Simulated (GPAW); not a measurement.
PtS2:

```xyz
3
Lattice="3.5432 0.0000 0.0000 -1.7716 3.0685 0.0000 0.0000 0.0000 5.0388" Properties=species:S:1:pos:R:3 pbc="T T T"
Pt    0.0000    0.0000    0.0000
S     1.7716    1.0228    3.8950
S     0.0000    2.0457    1.1438
```

Base run:

* Program: GPAW 26.7.0
* Functional: PBE
* Potentials or basis: GPAW PAW data sets (gpaw-data 1.2.1)
* Cutoff: 400 eV
* Basis: pw
* k mesh: 7 × 7 × 4
* Occupations: fermi-dirac, width 0.001 eV
* Spin: no spin polarisation
* Hubbard terms: Pt d U = 2.0 eV

Its results: band gap on the k mesh 0.77 eV, indirect (least direct gap 0.99 eV).

Problem. The run is repeated on the same cell with these changes: hubbard terms from Pt d U = 2.0 eV to Pt d U = 6.0 eV. What comes out?

Solution. Band gap on the k mesh 0.68 eV, indirect (least direct gap 0.95 eV).

Caveats: with so narrow a direct gap the onset needs a denser k mesh; the long-wavelength limit can be off by several per cent where d states take part; response on these states lacks terms of the Hamiltonian; spin-orbit coupling is left out, which moves the levels of the heavy elements.

A k mesh can miss the band edges.
